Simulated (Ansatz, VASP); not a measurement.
# TiC in VASP and in Ansatz

File INCAR:

```
SYSTEM = TiC
PREC     = Accurate       ! precision mode
ENCUT    = 520            ! plane-wave cutoff, eV
EDIFF    = 1E-7           ! SCF threshold, eV
ISMEAR   = -1             ! smearing method
SIGMA    = 0.05           ! smearing width, eV
LREAL    = .False.        ! projectors in reciprocal space
LASPH    = .True.         ! aspherical terms in the spheres
NELM     = 60             ! most SCF steps
ALGO     = Normal         ! electronic algorithm
ISIF     = 2              ! what is computed and relaxed
LWAVE    = .False.        ! write WAVECAR
LCHARG   = .False.        ! write CHGCAR
LMAXMIX  = 4              ! l up to which the mixer works
METAGGA  = R2SCAN         ! meta-GGA
LMIXTAU  = .True.
```

File KPOINTS:

```
regular mesh
0
Gamma
  10 10 10
  0 0 0
```

The input POSCAR:

```
TiC
1.0
    3.0420900000      0.0000000000      0.0000000000
   -1.5210400000      2.6345200000      0.0000000000
    0.0000000000      0.0000000000      2.6979700000
Ti C
1 1
Direct
    0.0000000000      0.0000000000      0.5000000000
    0.3333300000      0.6666700000      0.0000000000
```

KPOINTS_OPT

```
path GMKGALHA,LM,KH
15
line-mode
reciprocal
 0.0000000000  0.0000000000  0.0000000000  G
 0.5000000000  0.0000000000  0.0000000000  M

 0.5000000000  0.0000000000  0.0000000000  M
 0.3333333333  0.3333333333  0.0000000000  K

 0.3333333333  0.3333333333  0.0000000000  K
 0.0000000000  0.0000000000  0.0000000000  G

 0.0000000000  0.0000000000  0.0000000000  G
 0.0000000000  0.0000000000  0.5000000000  A

 0.0000000000  0.0000000000  0.5000000000  A
 0.5000000000  0.0000000000  0.5000000000  L

 0.5000000000  0.0000000000  0.5000000000  L
 0.3333333333  0.3333333333  0.5000000000  H

 0.3333333333  0.3333333333  0.5000000000  H
 0.0000000000  0.0000000000  0.5000000000  A

 0.5000000000  0.0000000000  0.5000000000  L
 0.5000000000  0.0000000000  0.0000000000  M

 0.3333333333  0.3333333333  0.0000000000  K
 0.3333333333  0.3333333333  0.5000000000  H
```

The input input.yaml:

```yaml
crystal:
  lattice:
    - [3.04209, 0.0, 0.0]
    - [-1.52104, 2.63452, 0.0]
    - [0.0, 0.0, 2.69797]
  atoms:
    - { symbol: Ti, position: [0.0, 0.0, 0.5] }
    - { symbol: C, position: [0.33333, 0.66667, 0.0] }
hamiltonian:
  xc: r2scan
  pseudopotentials: { kind: paw }
kpoints:
  mp_grid: { grid: [10, 10, 10] }
  band_path:
    path:
      - [[0.0, 0.0, 0.0], [0.5, 0.0, 0.0], [0.3333333333, 0.3333333333, 0.0], [0.0, 0.0, 0.0], [0.0, 0.0, 0.5], [0.5, 0.0, 0.5], [0.3333333333, 0.3333333333, 0.5], [0.0, 0.0, 0.5]]
      - [[0.5, 0.0, 0.5], [0.5, 0.0, 0.0]]
      - [[0.3333333333, 0.3333333333, 0.0], [0.3333333333, 0.3333333333, 0.5]]
    npoints: 14
scf:
  occupations: { method: fermi_dirac, width: 0.05 }
  n_extra_bands: 6
output:
  forces: true
  stress: true
  eigenvalues: true
  fatbands: false
```

The cell was built by a generator and needn't be a form met in nature.

Alike in both runs: task band structure; functional r2SCAN; k mesh 10 × 10 × 10; occupations fermi-dirac, width 0.05 eV; no spin polarisation.

|  | VASP | Ansatz |
| --- | --- | --- |
| version | VASP 6.6.1 | Ansatz 0.2.0 |
| potentials or method | VASP PAW PBE potentials, release 64 (Ti_sv, C) | Ansatz PAW |
| plane-wave cutoff (eV) | 520 | 500 |
| valence electrons in the cell | 16 | 16 |

```tsv
	VASP	Ansatz	Ansatz less VASP
gap on the k mesh at the Fermi level (eV)	none	none	-
pressure (GPa)	-0.5	-1.4	-0.88
largest component of the traceless stress (GPa)	0.56	0.80	+0.234
```

A gap of «none» marks a metal or a gap that the smearing closes.

Caveats: the PAW data sets were made with another functional, which shifts forces and pressure a little (VASP); the PAW data sets come from PBE, with cores solved anew for the run's functional, which leaves a small shift of forces and pressure (Ansatz).
